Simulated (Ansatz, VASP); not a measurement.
# AlFe: VASP beside Ansatz

Contents of INCAR:

```
SYSTEM = AlFe
PREC = Accurate ; ENCUT = 520
EDIFF = 1E-6 ; ISMEAR = -1
SIGMA = 0.05 ; LREAL = .False.
LASPH = .True. ; NELM = 150
ALGO = Normal ; ISIF = 2
LWAVE = .False. ; LCHARG = .False.
ISPIN = 2 ; MAGMOM = 3 0
LORBIT = 11 ; LMAXMIX = 4
GGA = PS ; NBANDS = 16
```

File KPOINTS:

```
Automatic mesh
0
Gamma
  9 9 9
  0 0 0
```

POSCAR

```
AlFe
1.0
    2.9100000000      0.0000000000      0.0000000000
    0.0000000000      2.9100000000      0.0000000000
    0.0000000000      0.0000000000      2.9100000000
Fe Al
1 1
Direct
    0.5000000000      0.5000000000      0.5000000000
    0.0000000000      0.0000000000      0.0000000000
```

The input input.yaml:

```yaml
crystal:
  lattice:
    - [2.91, 0.0, 0.0]
    - [0.0, 2.91, 0.0]
    - [0.0, 0.0, 2.91]
  atoms:
    - { symbol: Fe, position: [0.5, 0.5, 0.5], spin: 3.0 }
    - { symbol: Al, position: [0.0, 0.0, 0.0] }
kpoints:
  mp_grid: { grid: [9, 9, 9] }
  band_path:
    path:
      - [0.0, 0.0, 0.0]
      - [0.0, 0.5, 0.0]
      - [0.5, 0.5, 0.0]
      - [0.0, 0.0, 0.0]
      - [0.5, 0.5, 0.5]
      - [0.0, 0.5, 0.0]
    npoints: 8
scf:
  occupations: { method: fermi_dirac, width: 0.05 }
hamiltonian:
  xc: pbesol
  pseudopotentials: { kind: all_electron, lapw: { basis_error: 0.001 } }
magnetization:
  spin_polarized: true
output:
  forces: true
  stress: true
  eigenvalues: true
```

Alike in both runs: functional PBEsol; k mesh 9 × 9 × 9; occupations fermi-dirac, width 0.05 eV; collinear spin.

|  | VASP | Ansatz |
| --- | --- | --- |
| version | VASP 6.6.1 | Ansatz 0.2.0 |
| potentials or method | VASP PAW PBE potentials, release 64 (Fe, Al) | all-electron LAPW, scalar-relativistic |
| plane-wave cutoff (eV) | 520 | see its input |
| task | single point | band structure |

```csv
,VASP,Ansatz,Ansatz less VASP
gap on the k mesh at the Fermi level (eV),none,none,-
pressure (GPa),-11.1,-11.3,-0.19
net moment per atom (μB),0.33,0.33,+0.003
size of the moment on the site where the two differ most (μB),0.70,0.72,+0.015
```

Site moments also hang on the region over which each program counts them. A gap of «none» marks a metal or a gap that the smearing closes. Ansatz ran all-electron here, so the differences hold the error of VASP's frozen core and of both bases.

Caveats: the PAW data sets were made with another functional, which shifts forces and pressure a little (VASP).
